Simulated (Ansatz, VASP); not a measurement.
**H in VASP and in Ansatz**

```
CELL_PARAMETERS angstrom
-0.91266 0.91266 0.91266
0.91266 -0.91266 0.91266
0.91266 0.91266 -0.91266
ATOMIC_POSITIONS crystal
H 0.00000 0.00000 0.00000
```

Change from the starting cell: volume scaled by 1.025, PAW files.

Alike in both runs: task electric field gradients; functional PBE; k mesh 20 × 20 × 20; occupations fermi-dirac, width 0.05 eV; no spin polarisation.

|  | VASP | Ansatz |
| --- | --- | --- |
| version | VASP 6.6.1 | Ansatz 0.2.0 |
| potentials or method | VASP PAW PBE potentials, release 64 (H) | PAW with Ansatz's default frozen-core files, scalar-relativistic |
| plane-wave cutoff (eV) | 520 | 420 |
| valence electrons in the cell | 1 | 1 |

```csv
,VASP,Ansatz,Ansatz less VASP
pressure (GPa),-3.1,-2.7,+0.40
Vzz of the field gradient on the site that differs most (V/Å²),0.0,0.0,0.00
```

With one functional, cell and mesh, what is left measures potentials, basis and numerics.
